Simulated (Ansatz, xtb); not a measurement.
# Relative energy of two isomers of C2H2Cl2

Structure a is `Cl/C=C/Cl`, a singlet and structure b is `Cl/C=C\Cl`, a singlet. Both are isolated molecules in the gas phase, relaxed with PBE-D3(BJ)/def2-SVP.

Quicker runs give these differences E(b) − E(a): GFN2-xTB +0.036 eV; HF/STO-3G +0.022 eV (at GFN2-xTB geometries); r2SCAN-D4/def2-SVP −0.035 eV (at GFN2-xTB geometries).

Task: Estimate which is lower in electronic energy at CCSD(T)/def2-TZVP, and by roughly how much.

Result: Too close to call at this level: CCSD(T)/def2-TZVP gives E(b) − E(a) = −0.016 eV.

Level by level:

```tsv
level	geometry	E(b) − E(a) (eV)	departure from the last row (eV)	job, with rough time for the two
GFN2-xTB	GFN2-xTB	+0.036	+0.052	optimisation, 0.088 s
HF/STO-3G	GFN2-xTB	+0.022	+0.037	single point, 0.16 s
r2SCAN-D4/def2-SVP	GFN2-xTB	−0.035	−0.019	single point, 1.4 s
PBE-D3(BJ)/def2-SVP	PBE-D3(BJ)/def2-SVP	−0.030	−0.014	optimisation, 4.1 s
HF/def2-TZVP	PBE-D3(BJ)/def2-SVP	+0.006	+0.022	part of the CCSD(T) run
MP2/def2-TZVP	PBE-D3(BJ)/def2-SVP	−0.032	−0.017	part of the CCSD(T) run
CCSD(T)/def2-TZVP	PBE-D3(BJ)/def2-SVP	−0.016		single point, 19 s
```

As drawn, both hold the same kinds of bond in the same numbers.

The largest departure from CCSD(T)/def2-TZVP is that of GFN2-xTB, 0.052 eV.

With harmonic frequencies from PBE-D3(BJ)/def2-SVP (ideal gas, rigid rotor, one conformer each, 298.15 K, 1 atm): the zero-point term adds +0.010 eV; ΔH is −0.013 and ΔG −0.010 eV.

Tabulated enthalpies of formation at 298 K are 5.0 kJ/mol for a (CRC Handbook of Chemistry and Physics) and 4.6 kJ/mol for b (CRC Handbook of Chemistry and Physics), a difference of −0.004 eV. Calculated less tabulated ΔH, with the same thermal term: GFN2-xTB +0.043, HF/STO-3G +0.029, r2SCAN-D4/def2-SVP −0.028, PBE-D3(BJ)/def2-SVP −0.022, HF/def2-TZVP +0.014, MP2/def2-TZVP −0.025, CCSD(T)/def2-TZVP −0.009 eV. Handbook values carry no stated uncertainty.

The correlated steps freeze 12 core orbitals. Programs: Ansatz 0.2.0, xtb 6.7.1; the last row on 4 threads of Arm Neoverse V1 on a shared host.
